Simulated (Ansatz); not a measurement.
# MgO: the cost of one run

Program: Ansatz 0.2.0. Level of theory: DFT PBE, scalar-relativistic, plane waves, PAW. These are calculated values, not measurements.

### Step 1. Starting point

The structure is cubic, space group Fm-3m (No. 225). The conventional cell has a = 4.212 Å, b = 4.212 Å, c = 4.212 Å, α = 90.00°, β = 90.00°, γ = 90.00°. Mg (site symmetry m-3m) is surrounded by 6 O at 2.11 Å. O (site symmetry m-3m) has 6 Mg at 2.11 Å as nearest neighbours.

As a file:

```cif
data_structure
_symmetry_space_group_name_H-M 'P 1'
_symmetry_Int_Tables_number 1
_cell_length_a 2.9783
_cell_length_b 2.9783
_cell_length_c 4.2120
_cell_angle_alpha 90.000
_cell_angle_beta 90.000
_cell_angle_gamma 90.000
_cell_volume 37.36
loop_
_atom_site_label
_atom_site_type_symbol
_atom_site_fract_x
_atom_site_fract_y
_atom_site_fract_z
_atom_site_occupancy
Mg1 Mg 0.00000 0.00000 0.00000 1
O1 O 0.50000 0.50000 0.00000 1
Mg2 Mg 0.50000 0.50000 0.50000 1
O2 O 0.00000 0.00000 0.50000 1
```

### Step 2. Relaxing cell and atoms: MgO, no spin

input.yaml

```yaml
crystal:
  lattice:
    - [2.9783337624, 0.0, 0.0]
    - [0.0, 2.9783337624, 0.0]
    - [0.0, 0.0, 4.212]
  atoms:
    - { symbol: Mg, position: [0.0, 0.0, 0.0] }
    - { symbol: O, position: [0.5, 0.5, 0.0] }
    - { symbol: Mg, position: [0.5, 0.5, 0.5] }
    - { symbol: O, position: [0.0, 0.0, 0.5] }
scf:
  occupations: { method: fixed }
output:
  forces: true
  stress: true
  eigenvalues: true
hamiltonian:
  xc: pbe
kpoints:
  mp_grid: { grid: [8, 8, 6] }
relax:
  f_tol: 0.005
  cell: { stress_tol: 0.05 }
```

Run with:

```bash
> ansatz run input.yaml --threads 4 --pin off --max-ram 8192MiB --backend cpu --events-out ev --progress --plain --runs-dir out
```

Q: Estimate wall time and peak memory on 4 threads of Arm Neoverse N1, shared host.

About 8.2 s, with a peak of 0.33 GiB.
